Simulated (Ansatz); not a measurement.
## Elastic constants of C at 35 GPa (stress–strain coefficients): input and output

Method: Ansatz, DFT PBE, scalar-relativistic, plane waves, PAW.

Launched with:
```bash
ansatz run input.yaml --threads 1 --pin off --max-ram 3072MiB --backend cpu --events-out ev --progress --plain --runs-dir out
```

Input (bare energies are in eV):
```yaml
crystal:
  lattice:
    - [2.4524385574, 0.0, 0.0]
    - [-1.2262192787, 2.123874092, 0.0]
    - [0.0, 0.0, 4.0843157158]
  atoms:
    - { symbol: C, position: [0.3333333333, 0.6666666667, 0.0630064601] }
    - { symbol: C, position: [0.6666666667, 0.3333333333, 0.5630064601] }
    - { symbol: C, position: [0.3333333333, 0.6666666667, 0.4369935399] }
    - { symbol: C, position: [0.6666666667, 0.3333333333, 0.9369935399] }
basis:
  ecutwfc: 420
kpoints:
  mp_grid: { grid: [12, 12, 6] }
hamiltonian:
  xc: pbe
scf:
  occupations: { method: fixed }
output:
  forces: true
  stress: true
  eigenvalues: true
elastic:
  mode: relaxed_ion
  stencil: two_point
```

From the output:
```
--- Elastic constants: 3 strain directions × 2 members + reference (group order 24) ---
  dense FFT box of the reference and of every strained cell: 18×18×30
  strains applied: 11, 33, 23; error gains: componentwise 1.00 (the most a stress slope's error grows in a printed constant), spectral 1.41 (1 for all six strains in a standard setting)
  reference relaxed by the batch: 3 steps; max|allowed force component| 2.82e-4 eV/Å at the deck's positions, 1.74e-7 at the last accepted step, 2.23e-7 by the solve of record
  largest displacement 3.4e-6 Å; the constants are those of the deck's cell at these positions:
  atoms:
    - { symbol: C, position: [0.33333333333333337, 0.6666666666666667, 0.0630073018583208] }
    - { symbol: C, position: [0.6666666666666667, 0.33333333333333337, 0.5630073018583208] }
    - { symbol: C, position: [0.33333333333333337, 0.6666666666666667, 0.43699269814167924] }
    - { symbol: C, position: [0.6666666666666667, 0.33333333333333337, 0.9369926981416794] }
  C = ∂σ_k/∂η_j (tension-positive GPa; Voigt order 11 22 33 23 13 12):
      1411.785    179.947     66.176     -0.000     -0.000     -0.000
       179.947   1411.785     66.176     -0.000     -0.000     -0.000
        64.718     64.718   1573.293      0.000      0.000      0.000
         0.000      0.000      0.000    502.659      0.000      0.000
        -0.000      0.000     -0.000      0.000    502.659     -0.000
         0.000      0.000      0.000      0.000      0.000    615.919
  reference stress σ⁰ (GPa):    -34.989    -34.989    -34.993     -0.000      0.000      0.000
  C* (energy form; C + prestress term) asymmetry max|C*_kj − C*_jk| = 1.462e0 GPa — a small one proves nothing (zero by symmetry where the batch's group is 432, −43m or m−3m); a large one is finite-difference/SCF noise where every solve ...
  moduli (Voigt/Reuss/Hill, GPa): K = 557.62/557.51/557.56   G = 596.65/583.66/590.16   E = 1308.72   ν = 0.109
  mechanically stable: yes (min eigenvalue of sym C = 502.66 GPa)
  strain η (Voigt 11):  stress-route row diagonal C_11 = 1411.79 GPa, energy-path curvature d²(F+E_count+ΔE)/dδ²/Ω₀ = 1412.02 GPa
         δ    σ_11 (GPa) F (eV) n_scf n_hpsi n_pw
    -2.000e-3     -37.8316       -1002.9621100       8   39932    428   relax 3 steps, max|allowed force component| 2.15e-5 eV/Å
     2.000e-3     -32.1845       -1002.9807854       8   39954    432   relax 3 steps, max|allowed force component| 4.28e-7 eV/Å
  strain η (Voigt 33):  stress-route row diagonal C_33 = 1573.29 GPa, energy-path curvature d²(F+E_count+ΔE)/dδ²/Ω₀ = 1572.55 GPa
         δ    σ_33 (GPa) F (eV) n_scf n_hpsi n_pw
    -2.000e-3     -38.1617       -1002.9621135       8   17614    428   relax 3 steps, max|allowed force component| 1.59e-7 eV/Å
     2.000e-3     -31.8685       -1002.9806683       8   17686    428   relax 3 steps, max|allowed force component| 4.90e-8 eV/Å
  strain η (Voigt 23):  stress-route row diagonal C_44 = 502.66 GPa, energy-path curvature d²(F+E_count+ΔE)/dδ²/Ω₀ = 520.76 GPa
         δ    σ_23 (GPa) F (eV) n_scf n_hpsi n_pw
    -2.000e-3      -1.0053       -1002.9716675       8   56308    428   relax 3 steps, max|allowed force component| 4.71e-6 eV/Å
     2.000e-3       1.0053       -1002.9716675       8   56385    428   relax 3 steps, max|allowed force component| 3.20e-5 eV/Å
```

It took 17 s on 1 thread of AMD EPYC 9R45 96-Core Processor (Zen 5) (shared host), peak memory 0.41 GiB.

Other phases may be more stable at this pressure.